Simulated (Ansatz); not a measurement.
An Ansatz input:

```yaml
crystal:
  lattice:
    - [-1.859607664, 1.859607664, 1.859607664]
    - [1.859607664, -1.859607664, 1.859607664]
    - [1.859607664, 1.859607664, -1.859607664]
  atoms:
    - { symbol: Zr, position: [0.0, 0.0, 0.0], spin: 1.0 }
hamiltonian:
  xc: mr2scan
  pseudopotentials:
    kind: paw
    azcp:
      Zr: "pseudopotentials/Zr.paw.azcp"
basis:
  ecutwfc: 500
  fft_grid_basis: typed
kpoints:
  mp_grid: { grid: [20, 20, 20], shift: [0, 0, 0] }
magnetization:
  spin_polarized: true
scf:
  occupations: { method: fermi_dirac, width: 0.05 }
output:
  stress: true
```

Output

```
Engine: ansatz 0.2.0, x86_64-unknown-linux-gnu
Pseudopotentials: kind: paw
Pseudopotential: Zr, paw, valence charge 12, recommended cutoff 500 eV (meta_gga) 
Functional definition: m-r2SCAN
  exchange = m_r2scan_x
  correlation = m_r2scan_c
Crystal: 1 atoms, lattice volume = 25.723 Å³
Basis set: ecut = 500 eV, 627 PW (Γ), exchange–correlation on 96×96×96 points (64 copies of the dense FFT grid, shifted against one another)
Bands: 11, of which v1, the nominal top of the filled ones, is band 6 counted from 1 (5 counted from 0)
Symmetry: 48 space group operations
Space group: Im-3m (ITA 229), of the structure as read, at distance tolerance 3.0e-5 Å
Magnetic group: BNS 229.140 (UNI 1642), of the structure as read, at distance tolerance 3.0e-5 Å
k-points: 256 of 8000
Non-local potential: Zr, projectors of the file, l = 0: 3, l = 1: 2, l = 2: 2, l = 3: 2
PAW form: soft (Blöchl's): semilocal exchange-correlation on the pseudo side does not see the compensation charge
PAW frozen core: Zr, regenerated for the run's functional (the file was generated under x = pbe(κ = 0.804, μ = 0.2195149727645171), c = pbe(β = 0.06672455060314922))
PAW one-centre angular grid: Zr, 590 points (default); XC on 160 Gauss nodes
Initial density: superposition of atomic densities (chi_scale 0.1, normalization cell)
Starting moments: Σ|m| = 1 μB on 1 of 1 site
Initial wavefunctions: pseudopotential atomic-orbital guess
Functional: x = mr2scan, c = mr2scan; τ floored in thin density (d = 2e-4 eV/Å³)
iter 1 solved again at ethr=2.61e-3 eV; its pass at ethr=3.10e-3 eV (dr2=3.13e-1 eV) is discarded
SCF iter   1: F=—  HF=-4194.870792 eV  |F-HF|=—  |Δ(HF+E_count)|=         —  Δρ=2.35e-2 (↑2.35e-2 ↓8.87e-3)  dr2=3.30e-1  dr2_τ=2.95e-3  dr2_m=2.31e-2  M=0.925 μB ∫|m|=0.925 μB  β_m=1.00  ethr=2.61e-3  ⟨swp⟩=1.7  Hψ=41641  notcnv=0
Mixer restart at iter 1: flushing history
spin=Collinear: Kerker preconditioning applied to the charge; magnetization (m = ρ↑ − ρ↓) channel mixes plain (no charge-response kernel on spin).
SCF iter   2: F=—  HF=-4194.868939 eV  |F-HF|=—  |Δ(HF+E_count)|=   1.85e-3  Δρ=1.18e-2 (↑1.18e-2 ↓1.07e-2)  dr2=1.85e-1  dr2_τ=6.39e-4  dr2_m=1.04e-3  M=1.013 μB ∫|m|=1.013 μB  β_m=0.86  ethr=2.61e-3  ⟨swp⟩=2.3  Hψ=8891  notcnv=0  κ⁻¹=1.0e0(r=1)
SCF iter   3: F=—  HF=-4194.823301 eV  |F-HF|=—  |Δ(HF+E_count)|=         —  Δρ=7.07e-3 (↑4.28e-3 ↓7.07e-3)  dr2=4.24e-2  dr2_τ=2.55e-4  dr2_m=9.72e-4  M=1.047 μB ∫|m|=1.047 μB  β_m=1.00  ethr=1.54e-3  ⟨swp⟩=2.7  Hψ=9672  notcnv=0
Mixer restart at iter 3: flushing history
SCF iter   4: F=—  HF=-4194.827107 eV  |F-HF|=—  |Δ(HF+E_count)|=   3.81e-3  Δρ=4.42e-3 (↑4.38e-3 ↓4.42e-3)  dr2=2.51e-2  dr2_τ=1.51e-4  dr2_m=2.46e-4  M=0.998 μB ∫|m|=0.998 μB  β_m=1.00  ethr=3.54e-4  ⟨swp⟩=2.0  Hψ=7398  notcnv=0  κ⁻¹=1.0e0(r=1)
...
SCF iter  23: F=—  HF=-4194.832522 eV  |F-HF|=—  |Δ(HF+E_count)|=   6.97e-7  Δρ=1.77e-6 (↑1.77e-6 ↓1.60e-6)  dr2=2.96e-10  dr2_τ=5.56e-11  dr2_m=5.75e-10  M=-0.005 μB ∫|m|=0.005 μB  β_m=1.00  ethr=4.81e-11  ⟨swp⟩=3.0  Hψ=12212  notcnv=0  defer=7  κ⁻¹=1.1e-5(r=8)
SCF iter  24: F=—  HF=-4194.832522 eV  |F-HF|=—  |Δ(HF+E_count)|=   4.99e-8  Δρ=3.43e-7 (↑3.43e-7 ↓2.89e-7)  dr2=3.14e-11  dr2_τ=3.22e-12  dr2_m=1.05e-11  M=-0.002 μB ∫|m|=0.002 μB  β_m=1.00  ethr=2.47e-12  ⟨swp⟩=3.0  Hψ=12230  notcnv=0  defer=7  κ⁻¹=5.8e-6(r=8)
SCF iter  25: F=-4194.832522 eV  HF=-4194.832522 eV  |F-HF|=4.91e-11  |Δ(HF+E_count)|=   7.09e-9  Δρ=2.61e-7 (↑2.60e-7 ↓2.61e-7)  dr2=1.44e-11  dr2_τ=1.66e-12  dr2_m=6.61e-12  M=-0.001 μB ∫|m|=0.001 μB  ethr=1.00e-12  ⟨swp⟩=1.0  Hψ=19879  notcnv=0
SCF 1 converged in 25 iterations: F = -4194.832522 eV  dr2 = 1.44e-11
WARN: the starting moments were not kept: the SCF closed with an absolute magnetisation of 6.1e-4 μB, where they sum to 1 μB in size (1 site). That is at most 0.1 of that sum. Measured as dr2_m measures the in/out step, that magnetisation stands 3.8e-8 eV from none, at or under the dr2_threshold of 1.0e-7 eV: it is no larger than a step whose dr2_m would equal this threshold. The system may hold no moment; this SCF shows only that its start led to no more than that. To try another start: raise the starting moments (crystal.atoms[].spin, magnetization.per_species, magnetization.initial_magnetization, or on a non-collinear deck that types none of these the spinor_matrix: blocks that start its atoms; where the total moment is fixed, keep their sum and leave initial_magnetization as it is; typed ones take the place of any that the run laid by itself, positive ones on a crystal's lanthanoids without a Hubbard term where scf.initial_density.shell_occupations: [] is typed) or, if the notice of its spin-set hold's release reads "site moments contracting" or "site moments show no strong build", lengthen the hold (scf.mixing.spin_hold: { on: { confirm: 4 } }; for m-r²SCAN on two components see the key's manual first). Each may lead to a state that holds a moment. A second SCF, from the converged charge density, with the starting moments and any scf.initial_density.shell_occupations laid on it anew, would have followed, and was not run: the deck does not ask for one (magnetization.retry_lost_moments is false, the default). To let it run, set magnetization.retry_lost_moments: true and run the deck again, where that key's refused combinations let it; where memory then withholds it, that run's warning says so.
this state was not tested for a lower state beside it, because the mixer in use, unlike msr1, does not test its closes by its own steps (another_mixer; see scf.mixing.algorithm and scf.lower_state_search)
SCF converged after 25 iterations
Magnetization: -0.0006 μB (5.9997 up, 6.0003 down)
Absolute magnetization: 0.0006 μB (∫|ρ↑−ρ↓|, with the PAW one-centre terms)
Spin contamination: 0.0000 ħ² per cell (⟨S²⟩ above its minimum at these occupations)
Per-site moments (μB) at R_I (Å): [(-0.0003693229730158157, 1.3286356694293953)]
Free energy (F): -4194.832522 eV
Harris-Foulkes:  -4194.832522 eV  (|F-HF|=4.91e-11)
Internal energy: -4194.814724 eV  (E = F + TS)
E sigma→0 (E₀):  -4194.823623 eV
Entropy (-TS):   -0.017798 eV (-17.798 meV/atom)
Fermi energy:    12.212183 eV
--- Per-component energies (eV) ---
  E_band       = -125.950277
  E_kinetic    = 329.101810
  E_local      = -670.772858  (includes V_loc(G=0)·N_el)
  E_nonlocal   = 79.921569
  E_hartree    = 206.526135
  E_xc         = -154.033725
  E_vxc        = -208.704575  (∫ρ·V_xc dr)
  E_paw        = -2970.914327  (= ΣΔE_a)
  E_vpaw       = -80.910394  (= ΣTr[D̂ρ^β])
  E_aug_tail   = 0.000009  (compensation charges beyond the density's cutoff)
  E_vtau       = 12.361885  (kinetic-family band-sum trace: ∫τ·v_τ [+ j·A + Jᵃ·Aᵃ] dr)
  E_ewald      = -1014.478597
  E_core_change = -0.164742  (= ΣΔE_core)
  E_smearing   = -0.017798  (= −TS)
  E_closure    = 0.000000  (closes the sum)
  Σ components = -4194.832522   (vs F -4194.832522, Δ=0.00e0)
--- Stress (GPa, compression-positive) ---
       -8.439177       0.000000      -0.000000
       -0.000000      -8.439177      -0.000000
        0.000000      -0.000000      -8.439177
  P = ⅓ Tr σ = -8.4392 GPa (-84.392 kbar)
```
